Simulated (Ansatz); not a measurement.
# MgB2: what symmetry allows forces and stress to be

```xyz
3
Lattice="3.0850 0.0000 0.0000 -1.5425 2.6717 0.0000 0.0000 0.0000 3.5230" Properties=species:S:1:pos:R:3 pbc="T T T"
Mg    0.0000    0.0000    0.0000
B     0.0000    1.7811    1.7615
B     1.5425    0.9356    1.7615
```

Level of theory: Ansatz 0.2.0, DFT PBE, scalar-relativistic, plane waves, PAW.

Settings: cutoff 420 eV, Γ-centred mesh 15×15×10 on the computed 3-atom cell, Gaussian smearing of 0.10 eV; no spin polarisation.

This distorted cell has space group Amm2, with 4 operations.

Problem. Without a calculation: in which directions can each atom feel a force?

Solution. A force must be left unchanged by every operation that keeps its atom in place, so it lies in the space that those operations leave fixed. Atoms that the group maps onto each other feel forces of one size.
| atom | site symmetry | operations at the site | equivalent to atom | allowed force (Cartesian) |
| --- | --- | --- | --- | --- |
| Mg1 | mm2 | 4 | 1 | along (0.00, 1.00, 0.00) |
| B2 | mm2 | 4 | 2 | along (0.00, 1.00, 0.00) |
| B3 | mm2 | 4 | 3 | along (0.00, 1.00, 0.00) |

That leaves 3 independent force components of 9, tied by 1 condition that the forces sum to zero, so 2 remain. A relaxation in this cell that keeps the symmetry moves the atoms in these directions alone.

Problem. And the stress tensor?

Solution. It must be invariant under the point group, which leaves 3 independent components: yz, xz, xy vanish.

Problem. Do the computed values obey this?

Solution. Yes. Forces (eV/Å):
```
Mg1  0.000  0.107  0.000
B2   0.000  0.172  0.000
B3   0.000 -0.278  0.000
```

Stress (GPa, compression positive, xx yy zz yz xz xy): -0.92 -2.34 0.50 0.00 0.00 0.00. The program imposes the same operations on density, forces and stress, so this confirms the analysis and is no independent test of the calculation.